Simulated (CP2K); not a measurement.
Crystal: HgTe (Coloradoite).

```xyz
2
Lattice="4.5460 0.0000 0.0000 2.2730 3.9369 0.0000 2.2730 1.3123 3.7118" Properties=species:S:1:pos:R:3 pbc="T T T"
Hg    0.0000    0.0000    0.0000
Te    6.8190    3.9369    2.7838
```

| Property | Result |
| --- | --- |
| Program | CP2K 2026.2 |
| Task | relaxation of cell and atoms |
| Functional | RPBE |
| Dispersion | D3 |
| Potentials or basis | POTENTIAL_UZH Hg GTH-PBE-q12, Te GTH-PBE-q6; DZVP-MOLOPT-PBE-GTH basis |
| Density cutoff | 6123 eV |
| k mesh | 6 × 6 × 6 |
| Occupations | fermi-dirac, width 0.05 eV |
| Spin | no spin polarisation |

At the start: pressure 3.9 GPa; volume 33.22 Å³/atom.

Question: Where does the relaxation end?

Answer: Over 6 steps the energy falls by 33.9 meV/atom and the volume is 36.48 Å³/atom (+9.8 %); space group R3m (No. 160, to 0.05 Å).

The path:
| step | energy change (eV) | largest force (eV/Å) | volume (Å³) |
| --- | --- | --- | --- |
| 1 | 0.0000 | 0.0000 | 66.43 |
| 2 | -0.0050 | 0.0064 | 66.64 |
| 3 | -0.0671 | 0.1067 | 71.77 |
| 4 | -0.0680 | 0.1157 | 72.74 |
| 5 | -0.0678 | 0.1174 | 72.96 |
| 6 | -0.0678 | 0.1174 | 72.96 |

Final structure:
```
CELL_PARAMETERS angstrom
4.65901 0.00000 0.00000
2.27294 4.06745 0.00000
2.27294 1.31225 3.85021
ATOMIC_POSITIONS crystal
Hg 0.00000 0.00000 0.00000
Te 0.75000 0.75000 0.75000
```

Caveat: the potentials were made for another functional, which shifts forces and pressure; the basis of atomic orbitals isn't converged, which shifts pressures, moduli and gaps; the real-space grid breaks the cell's symmetry a little; pairwise dispersion overbinds metals, which lowers pressure and volume.
